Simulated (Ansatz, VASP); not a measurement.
# BH2N (H-BN-H chair monolayer): VASP beside Ansatz

Wanted: the spread between two codes on one cell, functional and k mesh. Of the first pair: The structure shown is the start of the Ansatz relaxation below; VASP solves that cell, so the two are compared at the walk's first step.

Calculated with Ansatz 0.2.0; plane waves, with VASP 6.6.1 beside it; single point at PBE with D3(BJ).

## Step 1: The starting structure

The cell holds 4 atoms: 2 H, 1 N and 1 B. Cell: a = 2.558 Å, b = 2.558 Å, c = 36.387 Å, α = 90.0°, β = 90.0°, γ = 120.0°. Vacuum lies along c.

## Step 2: Ansatz: relaxation, PBE with D3(BJ)

Ansatz runs on its default PAW (the set named soft_2) files.

The two programs are compared at the cell with which this relaxation starts, whose forces are those of its first step.

input.yaml reads:

```yaml
crystal:
  lattice:
    - [2.5575, 0.0, 0.0]
    - [-1.27875, 2.2148599702, 0.0]
    - [0.0, 0.0, 36.3866666671]
  atoms:
    - { symbol: H, position: [0.6666666667, 0.3333333333, 0.4630817149] }
    - { symbol: "N", position: [0.6666666667, 0.3333333333, 0.4911139612] }
    - { symbol: B, position: [0.3333333333, 0.6666666667, 0.5053133016] }
    - { symbol: H, position: [0.3333333333, 0.6666666667, 0.5369182851] }
  periodic: [true, true, false]
kpoints:
  mp_grid: { grid: [12, 12, 1] }
hamiltonian:
  xc: pbe
  dispersion: d3bj
scf:
  occupations: { method: fermi_dirac, width: 0.05 }
  convergence: { dr2_threshold: 1.0e-09 }
relax:
  f_tol: 0.004
  max_steps: 90
  cell: {}
output:
  write_potential: true
  write_density: true
  volumetric_format: npy
```

On the command line:

```
> ansatz run input.yaml --threads 2 --pin off --max-ram 3072MiB --backend cpu --events-out ev --progress --plain --runs-dir out
```

Numbers of over 12 decimals in the logs are rounded to 6 here.

What it wrote:

```text
Warning: relax.cell: scf.convergence.dr2_threshold = 1e-9 eV is looser than the 2.48522053116e-10 eV advised for a relaxation that steers and ends on the stress (1e-10 eV for each atom of the cell: 4, times the square of relax.cell.stress_2d_tol = 0.05 N/m over 12.7 Å (the atoms' height at the walk's start and 5 Å past either face), 3.941e-2 GPa, over a crystal's default 0.05). What an SCF threshold leaves in a stress goes as its square root, and in the free energy as the threshold itself, and one threshold admits the most on a small cell: [figures from the program's tests cut] Set scf.convergence.dr2_threshold to 2.48522053116e-10 eV or tighter. [rest of the remark cut]
Engine: ansatz 0.2.0, x86_64-unknown-linux-gnu
Pseudopotentials: kind: paw
Pseudopotential: H, paw, valence charge 1, recommended cutoff 420 eV (normal), H.paw.azcp
Pseudopotential: N, paw, valence charge 5, recommended cutoff 420 eV (normal), N.paw.azcp
Pseudopotential: B, paw, valence charge 3, recommended cutoff 420 eV (normal), B.paw.azcp
Functional definition: PBE
  parameter kappa = 0.804
  parameter beta = 0.066725
  exchange = pbe_x(kappa = kappa, mu = beta*pi^2/3)
  correlation = pbe_c(beta = beta)
Crystal: 4 atoms, lattice volume = 206.112 Å³
Basis set: ecut = 420 eV, 4111 PW (Γ), exchange–correlation on 36×36×500 points (8 copies of the dense FFT grid, shifted against one another)
Bands: 9, of which v1, the nominal top of the filled ones, is band 5 counted from 1 (4 counted from 0)
Symmetry: 6 space group operations
Space group: P3m1 (ITA 156), of the structure as read, at distance tolerance 5.9e-5 Å
k-points: 19 of 144 (time reversal used)
Non-local potential: H, projectors of the file, l = 0: 2, l = 1: 1
Non-local potential: N, projectors of the file, l = 0: 2, l = 1: 2, l = 2: 1
Non-local potential: B, projectors of the file, l = 0: 2, l = 1: 2, l = 2: 1
PAW form: soft (Blöchl's): semilocal exchange-correlation on the pseudo side does not see the compensation charge
PAW one-centre angular grid: H, 110 points (default); XC on 64 Gauss nodes
PAW one-centre angular grid: N, 110 points (default); XC on 64 Gauss nodes
PAW one-centre angular grid: B, 110 points (default); XC on 64 Gauss nodes
Initial density: superposition of atomic densities (neutral atoms: chi_scale 0, normalization atom), corrected by the library's trained network
Initial wavefunctions: pseudopotential atomic-orbital guess
Functional: x = pbe(κ = 0.804, μ = 0.219515), c = pbe(β = 0.066725)
SCF iter   1: F=—  HF=-573.982753 eV  |F-HF|=—  |Δ(HF+E_count)|=         —  Δρ=4.28e-3  dr2=2.84e-2  ethr=1.77e-3  ⟨swp⟩=9.5  Hψ=1814  notcnv=0
preconditioner: auto → Resta (q_TF=auto, 1.648 Å⁻¹)  ε∞=1.3  [insulator: Δε(μ)=2.748 eV  Ē_g=14.069 eV  σ=0.050 eV  W_gap=1.00  n_scr=18 (ndim 8)  ℏωp=8.2 eV  f_vac=0.820  D(μ)=0.00/eV (n_scr^D=0)  ε∞_Penn≈1.3  vacuum switching on, ρ_ref=1.4e-2 e/Å³]
SCF iter   2: F=—  HF=-573.980730 eV  |F-HF|=—  |Δ(HF+E_count)|=   2.02e-3  Δρ=1.57e-3  dr2=5.89e-3  ethr=2.84e-4  ⟨swp⟩=2.8  Hψ=489  notcnv=0
SCF iter   3: F=—  HF=-573.980763 eV  |F-HF|=—  |Δ(HF+E_count)|=   3.24e-5  Δρ=9.71e-4  dr2=1.91e-3  ethr=5.89e-5  ⟨swp⟩=3.4  Hψ=386  notcnv=0
SCF iter   4: F=—  HF=-573.980658 eV  |F-HF|=—  |Δ(HF+E_count)|=   1.05e-4  Δρ=1.57e-4  dr2=1.65e-4  ethr=1.91e-5  ⟨swp⟩=2.8  Hψ=351  notcnv=0
SCF iter   5: F=—  HF=-573.980629 eV  |F-HF|=—  |Δ(HF+E_count)|=   2.86e-5  Δρ=6.32e-5  dr2=4.84e-6  ethr=1.65e-6  ⟨swp⟩=2.9  Hψ=351  notcnv=0
SCF iter   6: F=—  HF=-573.980603 eV  |F-HF|=—  |Δ(HF+E_count)|=   2.61e-5  Δρ=1.86e-5  dr2=4.32e-7  ethr=4.84e-8  ⟨swp⟩=2.9  Hψ=321  notcnv=0
SCF iter   7: F=—  HF=-573.980574 eV  |F-HF|=—  |Δ(HF+E_count)|=   2.95e-5  Δρ=3.50e-6  dr2=1.34e-8  ethr=4.32e-9  ⟨swp⟩=2.5  Hψ=283  notcnv=0
SCF iter   8: F=-573.980574 eV  HF=-573.980574 eV  |F-HF|=3.53e-9  |Δ(HF+E_count)|=   2.71e-8  Δρ=5.64e-7  dr2=3.85e-10  ethr=1.00e-11  ⟨swp⟩=9.1  Hψ=1311  notcnv=0
SCF 1 converged in 8 iterations: F = -573.980574 eV  dr2 = 3.85e-10
  greatest PAW one-centre occupation: 0.795 electrons in one spin orbital (limit 2), on the N atom at site 1 (counted from 0), in its partial waves of l = 0
relax step   1: F+E_penalty+E_count = -573.98057358 eV  Δ(F+E_penalty+E_count) = +0.000e0 eV  max|allowed force component| = 1.232e0 eV/Å  Δτ_max = 0.0000 Å  P = +2.316 N/m  Ω = 206.112 Å³  fix = [c, alpha, beta]  reactions: c +0.000 N/m  (8 SCF iters, accepted)
[...]
relax step   6: F+E_penalty+E_count = -574.02056358 eV  Δ(F+E_penalty+E_count) = +7.018e-5 eV  max|allowed force component| = 3.553e-3 eV/Å  Δτ_max = 0.0001 Å  P = +0.004 N/m  Ω = 210.331 Å³  energy of the carried Pulay correction = -8.080e-5 eV  fix = [c, alpha, beta]  reactions: c +0.000 N/m  (6 SCF iters, accepted)
[...]
relax step   7: F+E_penalty+E_count = -574.02062258 eV  Δ(F+E_penalty+E_count) = -5.900e-5 eV  max|allowed force component| = 3.584e-3 eV/Å  Δτ_max = 0.0000 Å  P = +0.005 N/m  Ω = 210.331 Å³  fix = [c, alpha, beta]  reactions: c +0.000 N/m  stress off target by 4.70e-3 N/m on what of the cell is left free  SCF on the basis re-selected at this cell (its energy is not comparable with the rows above)  (3 SCF iters)
basis re-selected at this cell: Δ(F+E_penalty+E_count) = -5.900e-5 eV, ΔP = +0.001 N/m vs the last step (what re-selecting the basis moved, of the pressure what is left beyond the Pulay correction that the steps carried, after the strain that the cell walked since its last selection, with what the two solves' SCF thresholds leave and, on support functions, any second-order correction that the steps lacked; it is no m [...]
WARN: The output density's exchange-correlation potential varies sharply where the density is thin. Do not read a vacuum level from v_tot or v_xc, or from such a field of the output density. On a cell that repeats whose density bears no net charge and no dipole along the vacuum's axis use v_es (v_loc + v_h of the components); under efield.dipole_correction with no amplitude use v_es + v_field, which holds any externa [...]
SCF converged after 3 iterations
Free energy (F): -574.020623 eV
Harris-Foulkes:  -574.020623 eV  (|F-HF|=1.12e-10)
Internal energy: -574.020623 eV  (E = F + TS)
E sigma→0 (E₀):  -574.020623 eV
Fermi energy:    -4.542939 eV
--- Per-component energies (eV) ---
  E_band       = -121.284069
  E_kinetic    = 211.447445
  E_local      = -13136.722335  (includes V_loc(G=0)·N_el)
  E_nonlocal   = 60.328376
  E_hartree    = 6452.911148
  E_xc         = -110.726230
  E_vxc        = -138.371527  (∫ρ·V_xc dr)
  E_paw        = -207.526887  (= ΣΔE_a)
  E_vpaw       = -23.785678  (= ΣTr[D̂ρ^β])
  E_aug_tail   = -0.002594  (compensation charges beyond the density's cutoff)
  E_ewald      = 6156.543297
  E_disp       = -0.272843  (pairwise vdW)
  E_smearing   = -0.000000  (= −TS)
  E_closure    = 0.000000  (closes the sum)
  Σ components = -574.020623   (vs F -574.020623, Δ=0.00e0)
--- Forces (eV/Å), atoms counted from 1 ---
  atom   1  H      0.00000000    -0.00000000    -0.00038828
  atom   2  N      0.00000000    -0.00000000    -0.00193725
  atom   3  B      0.00000000    -0.00000000     0.00358236
  atom   4  H     -0.00000000     0.00000000    -0.00126147
  max |Σ_I F_I| component: 4.64e-6 eV/Å
--- 2D stress c σ (N/m, compression-positive) ---
        0.004698       0.000000      -0.000000
        0.000000       0.004698      -0.000000
       -0.000000      -0.000000       0.000000
  P = ½ c Tr σ = 0.0047 N/m
--- Band table (eV; the first three rows and the last of 19) ---
  k-point 0: bands = ["-23.5164", "-14.2290", "-7.6736", "-5.9792", "-5.9792", "-3.1346 (-3.1346°)", "-2.0714", "-1.5125", "-0.6581"]
  k-point 1: bands = ["-23.3887", "-14.1075", "-7.5863", "-6.5948", "-6.1880", "-2.9637 (-2.9637°)", "-1.8660", "-1.3116", "-0.4595"]
  k-point 2: bands = ["-23.0152", "-13.7588", "-8.1411", "-7.2804", "-6.7045", "-2.4614 (-2.4614°)", "-1.2498", "-0.7097", "0.1349"]
  k-point 18: bands = ["-20.3009", "-12.4851", "-11.8883", "-11.0715", "-6.4096", "2.8900", "3.5105", "4.9921", "6.1689"]
  ° read free of the cell's end (the report's vacuum.weakly_bound_levels)
--- Relaxed structure (5 steps of the walk, 5 accepted, 2 SCFs on fresh bases) ---
  F+E_penalty+E_count = -574.02062258 eV   max|allowed force component| = 3.584e-3 eV/Å   (the final SCF, on the basis selected at the relaxed cell)
  cell:  # Å, volume = 210.3305 Å³
    - [2.583537, 0, 0]
    - [-1.291769, 2.237409, 0]
    - [0, 0, 36.3866666671]
  atoms:
    - { symbol: H, position: [0.666667, 0.333333, 0.462472] }
    - { symbol: N, position: [0.666667, 0.333333, 0.490892] }
    - { symbol: B, position: [0.333333, 0.666667, 0.505075] }
    - { symbol: H, position: [0.333333, 0.666667, 0.537988] }
```

## Step 3: VASP: single point, PBE with D3(BJ), start cell, pair 1

The same cell, functional, mesh and smearing now go to VASP, with its own data sets.

Lines of VASP's logs that name or quote its potential files are left out, and so is its time.

INCAR reads:

```
SYSTEM = BH2N
PREC = Accurate
ENCUT = 520
EDIFF = 1E-06
NELM = 120
ISMEAR = -1
SIGMA = 0.05
LREAL = .FALSE.
ALGO = Normal
GGA = PE
IVDW = 12
NBANDS = 11
LORBIT = 11
LWAVE = .FALSE.
LCHARG = .FALSE.
ISIF = 2
LDIPOL = .TRUE.
IDIPOL = 3
DIPOL = 0.5 0.5 0.499
LVHAR = .TRUE.
LASPH = .TRUE.
GGA_COMPAT = .FALSE.
EFERMI = MIDGAP
NELMDL = -8
```

POSCAR reads:

```
BH2N
1.0
    2.5575000000      0.0000000000      0.0000000000
   -1.2787500000      2.2148600000      0.0000000000
    0.0000000000      0.0000000000     36.3866670000
H N B
2 1 1
Direct
    0.6666667419      0.3333334838      0.4630817107
    0.3333334086      0.6666668171      0.5369182893
    0.6666667419      0.3333334838      0.4911139567
    0.3333334086      0.6666668171      0.5053133061
```

KPOINTS reads:

```
Automatic mesh
0
Gamma
12 12 1
0 0 0
```

The projector-augmented-wave data sets are H, N and B (PBE family, release 64).

On the command line:

```
> mpirun -np 1 vasp_std
```

What it wrote:

```text
[banner, memory and clock lines left out]
running    1 mpi-ranks, on    1 nodes
 distrk:  each k-point on    1 cores,    1 groups
 distr:  one band on    1 cores,    1 groups

 POSCAR found type information on POSCAR H N B
 POSCAR found :  3 types and       4 ions
 LDA part: xc-table for (Slater+PW92), standard interpolation
 POSCAR, INCAR and KPOINTS ok, starting setup
 FFT: planning ... GRIDC
 FFT: planning ... GRID_SOFT
 FFT: planning ... GRID
 WAVECAR not read
 entering main loop
       N       E                     dE             d eps       ncg     rms          rms(c)
DAV:   1     0.675682459370E+02    0.67568E+02   -0.40163E+03   466   0.633E+02
DAV:   2    -0.180984154844E+02   -0.85667E+02   -0.71803E+02   641   0.123E+02
DAV:   3    -0.261380474580E+02   -0.80396E+01   -0.80269E+01   541   0.573E+01
DAV:   4    -0.263361680751E+02   -0.19812E+00   -0.19796E+00   711   0.946E+00
DAV:   5    -0.263366911911E+02   -0.52312E-03   -0.52293E-03   593   0.359E-01
DAV:   6    -0.263366922495E+02   -0.10584E-05   -0.10582E-05   688   0.191E-02
DAV:   7    -0.263366922523E+02   -0.28285E-08   -0.28513E-08   651   0.717E-04
DAV:   8    -0.263366922523E+02   -0.72760E-11   -0.48650E-11   693   0.393E-05    0.834E+00
DAV:   9    -0.244457952141E+02    0.18909E+01   -0.38512E+00   598   0.122E+01    0.434E+00
DAV:  10    -0.240115120154E+02    0.43428E+00   -0.12364E+00   648   0.631E+00    0.220E+00
DAV:  11    -0.239183880944E+02    0.93124E-01   -0.32279E-01   567   0.354E+00    0.515E-01
DAV:  12    -0.239075197965E+02    0.10868E-01   -0.42701E-02   592   0.134E+00    0.265E-01
DAV:  13    -0.239019230643E+02    0.55967E-02   -0.60787E-03   577   0.557E-01    0.967E-02
DAV:  14    -0.238993948621E+02    0.25282E-02   -0.31380E-03   584   0.308E-01    0.665E-02
[...]
DAV:  19    -0.238998492494E+02   -0.25181E-03   -0.27749E-05   472   0.246E-02    0.443E-03
DAV:  20    -0.239000568061E+02   -0.20756E-03   -0.24474E-05   466   0.201E-02    0.282E-03
DAV:  21    -0.239001026134E+02   -0.45807E-04   -0.39962E-06   522   0.104E-02    0.143E-03
DAV:  22    -0.239001352384E+02   -0.32625E-04   -0.15895E-06   462   0.467E-03    0.108E-03
DAV:  23    -0.239001471290E+02   -0.11891E-04   -0.57739E-07   486   0.360E-03    0.503E-04
DAV:  24    -0.239001531967E+02   -0.60678E-05   -0.17427E-07   492   0.171E-03    0.181E-04
DAV:  25    -0.239001544453E+02   -0.12485E-05   -0.14877E-08   546   0.609E-04    0.106E-04
DAV:  26    -0.239001551487E+02   -0.70339E-06   -0.78028E-09   505   0.404E-04
   1 F= -.24179659E+02 E0= -.24179659E+02  d E =-.852537E-13
```

Parts of OUTCAR (step 3):

```text
ion  position               nearest neighbor table
   1  0.667  0.333  0.463-   3 1.02
   2  0.333  0.667  0.537-   4 1.15
   3  0.667  0.333  0.491-   1 1.02   4 1.56   4 1.56   4 1.56
   4  0.333  0.667  0.505-   2 1.15   3 1.56   3 1.56   3 1.56

  LATTYP: Found a hexagonal cell.
 ALAT       =     2.5575000000
 C/A-ratio  =    14.2274357771

 Subroutine GETGRP returns: Found  6 space group operations
 (whereof  6 operations were pure point group operations)

The static configuration has the point symmetry C_3v.

 Found     19 irreducible k-points:

   k-points           NKPTS =     19   k-points in BZ     NKDIM =     19   number of bands    NBANDS=     11

   dimension x,y,z NGX =    20 NGY =   20 NGZ =  280
   dimension x,y,z NGXF=    40 NGYF=   40 NGZF=  560

   ENCUT  =  520.0 eV  38.22 Ry    6.18 a.u.   4.76  4.76 67.66*2*pi/ulx,y,z

   NELECT =      10.0000    total number of electrons

 k-points in reciprocal lattice and weights: Automatic mesh
   0.00000000  0.00000000  0.00000000       0.007
   0.08333333 -0.00000000  0.00000000       0.042
   0.16666667 -0.00000000  0.00000000       0.042
   0.25000000 -0.00000000  0.00000000       0.042
   0.33333333  0.00000000  0.00000000       0.042
   0.41666667 -0.00000000  0.00000000       0.042
   0.50000000 -0.00000000  0.00000000       0.021
   0.08333333  0.08333333  0.00000000       0.042
   0.16666667  0.08333333  0.00000000       0.083
[...]
0.33333333  0.25000000  0.00000000       0.083
   0.33333333  0.33333333  0.00000000       0.014

 dipolmoment           0.000000      0.000000      0.139031 electrons x Angstroem

 average (electrostatic) potential at core
       1 -43.3128       2 -38.1993       3 -72.4284       4 -34.7793

 E-fermi :  -3.6492

 k-point     1 :       0.0000    0.0000    0.0000
  band No.  band energies     occupation
      1     -22.8367      2.00000
      2     -13.5815      2.00000
      3      -6.9118      2.00000
      4      -5.0171      2.00000
      5      -5.0171      2.00000
      6      -2.2814      0.00000
      7      -1.3060      0.00000
      8      -0.8208      0.00000
      9      -0.1796      0.00000
     10       0.7428      0.00000
    ...

 k-point     2 :       0.0833   -0.0000    0.0000
  band No.  band energies     occupation
      1     -22.7051      2.00000
      2     -13.4557      2.00000
      3      -6.8228      2.00000
      4      -5.6477      2.00000
      5      -5.2333      2.00000
      6      -2.1062      0.00000
      7      -1.0951      0.00000
      8      -0.6141      0.00000
      9       0.0248      0.00000
     10       0.9464      0.00000
    ...

 k-point     3 :       0.1667   -0.0000    0.0000
  band No.  band energies     occupation
      1     -22.3201      2.00000
      2     -13.0946      2.00000
      3      -7.2286      2.00000
      4      -6.5207      2.00000
      5      -5.7673      2.00000
      6      -1.5908      0.00000
      7      -0.4623      0.00000
      8       0.0050      0.00000
      9       0.6369      0.00000
     10       1.5552      0.00000
    ...

 Edisp (eV)   -0.27950

  Total       0.79162     0.79162     2.08124     0.00000    -0.00000     0.00000
  in kB       6.15349     6.15349    16.17813     0.00000    -0.00000     0.00000
  external pressure =        9.50 kB  Pullay stress =        0.00 kB

  energy-cutoff  :      520.00
  volume of cell :      206.11
      direct lattice vectors                 reciprocal lattice vectors
     2.557500000  0.000000000  0.000000000     0.391006843  0.225747903  0.000000000
    -1.278750000  2.214860000  0.000000000     0.000000000  0.451495806  0.000000000
     0.000000000  0.000000000 36.386667000     0.000000000  0.000000000  0.027482594

 POSITION                                       TOTAL-FORCE (eV/Angst)
 -----------------------------------------------------------------------------------
      1.27875      0.73829     16.85000        -0.000000     -0.000000     -0.560035
      0.00000      1.47657     19.53667         0.000000      0.000000      1.243720
      1.27875      0.73829     17.87000         0.000000      0.000000      0.323313
      0.00000      1.47657     18.38667        -0.000000     -0.000000     -1.006997
 -----------------------------------------------------------------------------------
    total drift:                               -0.000000     -0.000284     -0.000103

  FREE ENERGIE OF THE ION-ELECTRON SYSTEM (eV)
  ---------------------------------------------------
  free  energy   TOTEN  =       -24.1796586121 eV

  energy  without entropy=      -24.1796586121  energy(sigma->0) =      -24.17965861

 vacuum level on the upper side and lower side of the slab         3.042        -1.398

 total charge
# of ion       s       p       d       tot
------------------------------------------
    1        0.663   0.080   0.000   0.743
    2        0.659   0.025   0.000   0.684
    3        1.226   2.752   0.000   3.979
    4        0.702   1.411   0.000   2.114
--------------------------------------------------
tot          3.250   4.269   0.000   7.519

[... 3 further parts left out ...]
```

(Continued in part 2 of 2.)

[Lines on the potential files, build, host, timing and source positions are cut from VASP's logs without a mark.]

[Logs are printed without paths, hosts, clocks, repeated set-up lines and the standing remarks that a program may print on its own settings, such as how far it seeks lower states.]

[Hosts, paths, dates, database ids (printed as entryN), source tags and the programs' standing remarks are cut or masked in the printed files.]
